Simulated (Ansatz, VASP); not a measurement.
Os: VASP and Ansatz over several settings

```
CELL_PARAMETERS angstrom
2.73410 0.00000 0.00000
-1.36705 2.36780 0.00000
0.00000 0.00000 4.31970
ATOMIC_POSITIONS crystal
Os 0.66667 0.33333 0.75000
Os 0.33333 0.66667 0.25000
```

Single points on this cell with VASP 6.6.1 and Ansatz 0.2.0. Each row is one pair of runs. Alike in all rows: spin: off; k mesh: 11 × 11 × 6; VASP's potentials, cutoff: VASP PAW PBE potentials, release 64 (Os), 520 eV.

```csv
level,smearing,"Ansatz's potentials, cutoff","gap on the k mesh at the Fermi level (eV), VASP","gap on the k mesh at the Fermi level (eV), Ansatz","pressure (GPa), VASP","pressure (GPa), Ansatz","largest component of the traceless stress (GPa), VASP","largest component of the traceless stress (GPa), Ansatz"
PBE,"fermi-dirac, width 0.05 eV","Ansatz PAW, 420 eV",none,none,8.9,8.8,0.18,0.29
PBE,"fermi-dirac, width 0.05 eV","Ansatz PAW earlier set, 700 eV",none,none,8.9,9.0,0.18,0.25
PBE,"fermi-dirac, width 0.05 eV","Ansatz PAW earlier set, 480 eV",none,none,8.9,9.0,0.18,0.25
PBE,"fermi-dirac, width 0.05 eV","PseudoDojo stringent (PBE files), 1007 eV",none,none,8.9,8.2,0.18,0.27
PBE,"fermi-dirac, width 0.05 eV","PseudoDojo standard (PBE files), 1007 eV",none,none,8.9,8.2,0.18,0.27
PBE,"gaussian, width 0.012 eV","Ansatz PAW, 420 eV",none,none,8.8,8.8,0.19,0.21
PBE,"gaussian, width 0.02 eV","Ansatz PAW, 420 eV",none,none,8.8,8.8,0.19,0.25
PBE,"gaussian, width 0.026 eV","Ansatz PAW, 420 eV",none,none,8.8,8.8,0.19,0.26
```

Pressure (GPa): the two programs differ by at most 0.6; largest component of the traceless stress (GPa): the two programs differ by at most 0.108.

A gap of «none» marks a metal or a gap that the smearing closes.
